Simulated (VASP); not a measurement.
## How biaxial strain in the (0001) plane changes ZnO (P6_3mc)

Wanted: the response of ZnO to biaxial strain in the (0001) plane, as a table, with a fit that predicts a row left out.

Method: LDA; plane waves and PAW (Zn, O), in the first sound run; inputs show where later runs differ, in VASP 6.6.1.

This is a report of a sequence of runs, with most program output left out.

## (1) The starting structure

The structure is hexagonal, space group P6_3mc (No. 186). The conventional cell has a = 3.250 Å, b = 3.250 Å, c = 5.207 Å, α = 90.00°, β = 90.00°, γ = 120.00°. Nearest to Zn lie 4 O at 1.97 to 1.99 Å. Nearest to O lie 4 Zn at 1.97 to 1.99 Å. Farther neighbours and most contacts between anions are not listed.

Coordinates:

```cif
data_structure
_symmetry_space_group_name_H-M 'P 1'
_symmetry_Int_Tables_number 1
_cell_length_a 3.2500
_cell_length_b 3.2500
_cell_length_c 5.2070
_cell_angle_alpha 90.000
_cell_angle_beta 90.000
_cell_angle_gamma 120.000
_cell_volume 47.63
loop_
_atom_site_label
_atom_site_type_symbol
_atom_site_fract_x
_atom_site_fract_y
_atom_site_fract_z
_atom_site_occupancy
Zn1 Zn 0.33333 0.66667 0.00000 1
Zn2 Zn 0.66667 0.33333 0.50000 1
O3 O 0.33333 0.66667 0.38200 1
O4 O 0.66667 0.33333 0.88200 1
```

## (2) Relax the crystal, LDA

The series starts from the cell that this level prefers, so that zero strain is near zero stress.

This step took 2 runs in a row; the last is shown.

Level: LDA; plane waves and PAW (Zn, O).

Input file INCAR:

```
SYSTEM = ZnO
PREC = Accurate
ENCUT = 600
EDIFF = 1E-07
NELM = 120
ISMEAR = 0
SIGMA = 0.02
LREAL = .FALSE.
ALGO = Normal
GGA = CA
NBANDS = 24
LORBIT = 11
LWAVE = .FALSE.
LCHARG = .FALSE.
KPAR = 16
IBRION = 2
NSW = 40
ISIF = 3
EDIFFG = -0.005
POTIM = 0.4
```

Input file POSCAR:

```
ZnO
1.0
    3.1937681791      0.0000000000      0.0000000000
   -1.5968840896      2.7658843766      0.0000000000
    0.0000000000      0.0000000000      5.1629486157
Zn O
2 2
Direct
    0.3333333333      0.6666666667      0.0017854341
    0.6666666667      0.3333333333      0.5017854341
    0.3333333333      0.6666666667      0.3802145659
    0.6666666667      0.3333333333      0.8802145659
```

Input file KPOINTS:

```
Automatic mesh
0
Gamma
11 11 6
0 0 0
```

The projector-augmented-wave data sets are Zn and O (LDA family, release 64).

On the command line:

```bash
> mpirun -np 16 vasp_std
```

Elapsed: 7 s, on 16 MPI ranks of Intel Xeon 6975P-C (Granite Rapids), shared host; peak memory 3.4 GiB.

Read from the output:

| Property | Result |
| --- | --- |
| energy(sigma→0) of the program | -21.1634 eV |
| stress, compression positive | xx, yy, zz 0.05, 0.05, 0.07 GPa |
| volume | 45.607 Å³ |
| ionic steps | 1 |

## (3) Strain along the normal, LDA

One member in full: the plane is strained by 2 %, and the strain along the normal is moved by secant steps until the normal stress is under 0.012 GPa or five steps are spent; the atoms relax at each step.

This step took 5 runs, each at a new trial strain with the atoms of the one before; the last is shown.

Level: LDA; plane waves and PAW (Zn, O).

INCAR: that of step 2 with these lines changed.

```diff
@@ -14,7 +14,7 @@
 LCHARG = .FALSE.
-KPAR = 16
-IBRION = 2
-NSW = 40
-ISIF = 3
-EDIFFG = -0.005
-POTIM = 0.4
+KPAR = 4
+IBRION = 1
+NSW = 25
+ISIF = 2
+EDIFFG = -0.004
+POTIM = 0.3
```

Input file POSCAR:

```
ZnO
1.0
    3.2576435430      0.0000000000      0.0000000000
   -1.6288217710      2.8212020640      0.0000000000
    0.0000000000      0.0000000000      5.0539587480
Zn O
2 2
Direct
    0.3333333333      0.6666666667      0.9962925268
    0.6666666667      0.3333333333      0.4962925268
    0.3333333333      0.6666666667      0.3857074732
    0.6666666667      0.3333333333      0.8857074732
```

KPOINTS is that of step 2.

On the command line:

```bash
> mpirun -np 4 vasp_std
```

Elapsed: 13 s, on 4 MPI ranks; peak memory 0.78 GiB; 50 s of CPU time.

This run gave:

```
energy(sigma→0) of the program : -21.1397 eV
stress, compression positive   : xx, yy, zz -4.47, -4.47, -0.01 GPa
ionic steps                    : 1
```

## (4) Band edges, HSE06

Short lines in KPOINTS_OPT sample the zone centre along and across the normal of the plane, for masses, and the other valleys.

Level: HSE06; plane waves and PAW (Zn, O).

Input file INCAR:

```
SYSTEM = ZnO
PREC = Accurate
ENCUT = 600
EDIFF = 1E-06
NELM = 100
ISMEAR = 0
SIGMA = 0.02
LREAL = .FALSE.
ALGO = Normal
LHFCALC = .TRUE.
AEXX = 0.25
GGA = PE
HFSCREEN = 0.2
LASPH = .TRUE.
NBANDS = 23
PRECFOCK = Fast
LWAVE = .FALSE.
LCHARG = .FALSE.
KPAR = 4
```

POSCAR is that of step 3.

Input file KPOINTS:

```
Automatic mesh
0
Gamma
6 6 3
0 0 0
```

Input file KPOINTS_OPT:

```
Line mode
6
Line-mode
Reciprocal
  0.00000000   0.00000000   0.00000000
  0.00000000   0.00000000   0.04021813

  0.00000000   0.00000000   0.00000000
 -0.02592350   0.01296175   0.00000000

  0.50000000   0.00000000   0.00000000
  0.50000000   0.00000000   0.50000000

  0.33333333   0.33333333   0.00000000
  0.33333333   0.33333333   0.50000000
```

On the command line:

```bash
> mpirun -np 4 vasp_std
```

Wall time 9.5 min (4 MPI ranks); peak memory 1.3 GiB; 38 min of CPU time.

This run gave:

```
energy(sigma→0) of the program : -22.7422 eV
```

## (5) The table

LASPH is off in runs at LDA and on in runs at HSE06.

Hybrid runs start from orbitals of a short LDA run, not shown.

Runs beyond LDA use the data sets made with LDA; this shifts their levels slightly, and their total energies have another zero.

The other members went through these steps as far as the tables show, with the same cutoff and, step by step, the same mesh; 40 runs are not shown. The session took 5.9 core hours (wall time by ranks) on a shared machine.

| in-plane strain (%) | strain along the normal (%) | in-plane stress, tension positive (GPa) | energy above the unstrained row (meV/atom) | gap on the mesh, LDA (eV) |
| --- | --- | --- | --- | --- |
| -2.000 | 2.067 | -4.735 | 7.215 | 0.771 |
| -1.000 | 1.059 | -2.357 | 1.939 | 0.786 |
| -0.500 | 0.554 | -1.138 | 0.554 | 0.793 |
| 0 | 0.020 | -0.031 | 0.000 | 0.800 |
| 0.500 | -0.497 | 1.131 | 0.277 | 0.805 |
| 1.000 | -1.030 | 2.259 | 1.374 | 0.810 |
| 2.000 | -2.111 | 4.472 | 5.923 | 0.817 |

Slopes at zero strain, from cubics through all rows: strain ratio -1.047, stress over strain 230 GPa. For (0001) the ratio is −2C₁₃/C₃₃.

Band edges at HSE06, counted from the valence-band top at Γ, with one row partly withheld:

```
in-plane strain (%)  gap (eV)  conduction band at Γ (eV)  lowest conduction level on M–L (eV)  second valence level below the top (eV)  third valence level below the top (eV)
             -2.000     2.564                      2.564                                7.380                                    0.000                                   0.138
             -1.000         ?                          ?                                7.415                                    0.000                                   0.109
             -0.500     2.584                      2.584                                7.429                                    0.000                                   0.098
                  0     2.589                      2.589                                7.440                                    0.000                                   0.091
              0.500     2.592                      2.592                                7.449                                    0.000                                   0.085
              1.000     2.594                      2.594                                7.456                                    0.000                                   0.081
              2.000     2.595                      2.595                                7.466                                    0.000                                   0.079
```

Conduction masses, in electron masses:

| in-plane strain (%) | conduction mass at Γ, along the strain axis or the normal of the plane | conduction mass at Γ, across the strain axis or in the plane |
| --- | --- | --- |
| -2.000 | 0.230 | 0.258 |
| -1.000 | 0.237 | 0.257 |
| -0.500 | 0.240 | 0.253 |
| 0 | 0.244 | 0.253 |
| 0.500 | 0.245 | 0.250 |
| 1.000 | 0.247 | 0.247 |
| 2.000 | 0.253 | 0.244 |

## (6) Fit and prediction

The quantity to fit is the conduction level at Γ above the mean of the three top valence levels at HSE06: 2.610, 2.617, 2.619, 2.621, 2.621, 2.622 eV in the rows shown.

A least-squares parabola through the 6 rows shown, with e the strain in %: E = − 8.24e-4 e² + 0.002902 e + 2.619 (eV), r.m.s. residual 2.5e-4 eV.

For the withheld row, e = -1, the fit gives 2.6155 eV.

## (7) The withheld row

The calculation gives 2.6153 eV, so the prediction is 0.0002 eV too high.

## (8) What came out

| Property | Result |
| --- | --- |
| ratio of normal to in-plane strain | -1.047 |
| biaxial modulus | 230 GPa |
| gap of the unstrained cell, HSE06 | 2.59 eV |
| slope at zero strain of the conduction level at Γ above the mean of the three top valence levels, HSE06 | 3 meV per % |
| error of the predicted row | 0.2 meV |

**Reading.** As a check, the curvature of the energy gives 233 GPa for the same modulus (energy per volume = M × strain²), 2 % from the slope of the stress. The energy also has a linear term worth 0.19 GPa that the stress column lacks, a mark of the finite basis. At HSE06 the lowest conduction valley is Γ throughout, and the gap runs between 2.56 and 2.59 eV. Hole masses are left out throughout, since the top bands are degenerate or cross in many series; of conduction masses, those of the Γ, L and (for Si and Ge under (001) strain) Δ valleys are kept where they change by under an eighth between rows. A measured gap of unstrained ZnO is 3.4 eV (arxiv:0805.4641, fundamental direct gap at Gamma, experimental literature value, temperature not given); the static gaps here belong to the lattice relaxed at LDA. HSE06 ran on a coarser mesh than the semilocal levels. Spin-orbit coupling is left out at HSE06, so the valence splittings there lack it. Temperature, zero-point motion and excitons are left out.

[Lines on the potential files, build, host, timing and source positions are cut from VASP's logs without a mark.]

[Logs are printed without paths, hosts, clocks, repeated set-up lines and the standing remarks that a program may print on its own settings, such as how far it seeks lower states.]

[Hosts, paths, dates, database ids (printed as entryN), source tags and the programs' standing remarks are cut or masked in the printed files.]

[In band tables of VASP the shares of atoms and orbitals are scaled to a sum of 1 inside the atoms' spheres.]
